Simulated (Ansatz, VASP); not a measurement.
One calculation of V, two programs

```
V
1.0
     2.34464    0.00000    0.00000
     0.00000    2.34464    0.00000
     0.00000    0.00000    2.34464
V
1
Direct
  0.00000 0.00000 0.00000
```

Alike in both runs: task single point; functional PBEsol; k mesh 15 × 15 × 15; occupations fermi-dirac, width 0.1 eV; no spin polarisation.

|  | VASP | Ansatz |
| --- | --- | --- |
| version | VASP 6.6.1 | Ansatz 0.2.0 |
| potentials or method | VASP PAW PBE potentials, release 64 (V_sv) | plane waves (420 eV) with PAW, scalar-relativistic |
| plane-wave cutoff (eV) | 520 | 420 |
| valence electrons in the cell | 13 | 13 |

|  | VASP | Ansatz | Ansatz less VASP |
| --- | --- | --- | --- |
| pressure (GPa) | 16.1 | 15.5 | -0.58 |

Ansatz warned: «pseudo_functional_mismatch».

Caveats: so large a pressure means that the cell lies far from this level's equilibrium, or that cutoff or potentials fall short (VASP); the potentials were made for another functional, which shifts forces and pressure (VASP).
